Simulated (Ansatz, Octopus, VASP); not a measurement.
## NiO: 3 runs at one level of theory

```
CELL_PARAMETERS angstrom
0.00000 2.08590 2.08590
2.08590 0.00000 2.08590
2.08590 2.08590 0.00000
ATOMIC_POSITIONS crystal
Ni 0.00000 0.00000 0.00000
O 0.50000 0.50000 0.50000
```

Alike in all runs: task single point; functional PBEsol; k mesh 11 × 11 × 11; occupations fermi-dirac, width 0.05 eV; collinear spin, ferromagnetic start; no spin-orbit coupling. The measured crystal is an antiferromagnetic insulator; the state found here is the runs' own. Pressure is positive in compression and, in plane waves, holds the error of the finite cutoff.

| program and potentials | plane-wave cutoff (eV) | notes | pressure (GPa) | net moment per atom (μB) |
| --- | --- | --- | --- | --- |
| VASP, PBE PAW files Ni, O, 520 eV | 520 | potentials made for PBE; 8 valence electrons an atom on average | -7.64 | 0.67 |
| Octopus, pseudodojo_pbesol (PseudoDojo 0.4, PBEsol) | - | 12 valence electrons an atom on average | - | 0.78 |
| Ansatz, all-electron LAPW, scalar-relativistic | - | - | -6.84 | 0.74 |

The pressure spans -7.64 (VASP, PBE PAW files Ni, O, 520 eV) to -6.84 GPa (Ansatz, all-electron LAPW, scalar-relativistic), with all-electron results at -6.84. The net moment per atom spans 0.67 (VASP, PBE PAW files Ni, O, 520 eV) to 0.78 μB (Octopus, pseudodojo_pbesol (PseudoDojo 0.4, PBEsol)), with all-electron results at 0.74. Runs that ended in another magnetic state (1) are left out. The state is the one that the start led to, which needn't be the lowest.

Differences between rows come from potentials, basis sets and numerical settings, since the functional is the same but for its coding. Runs on potential files found faulty are left out.

The net moments, 0.67 to 0.78 μB per atom, fall short of the 1 μB per atom expected when octahedral d⁸ Ni²⁺ keeps two unpaired e_g electrons. Without spin-orbit coupling an insulator must have an integer moment per cell, so these fractional values indicate a metal in which both spin channels cross the Fermi level. This contradicts the insulating character of real NiO. The likely cause is that the semilocal functional separates occupied and empty e_g states too weakly, while parallel spin alignment broadens the O 2p-hybridised bands until they overlap. With no gap to pin the moment, small band shifts can change it, which probably explains part of the spread between programs.

Both available pressures are negative, so this ferromagnetic state would contract from the given cell. Partial loss of exchange splitting may contribute, since a weaker moment usually favours a smaller volume. The results give no measure of the superexchange that favours antiferromagnetic order, as no energy difference between spin arrangements is available.
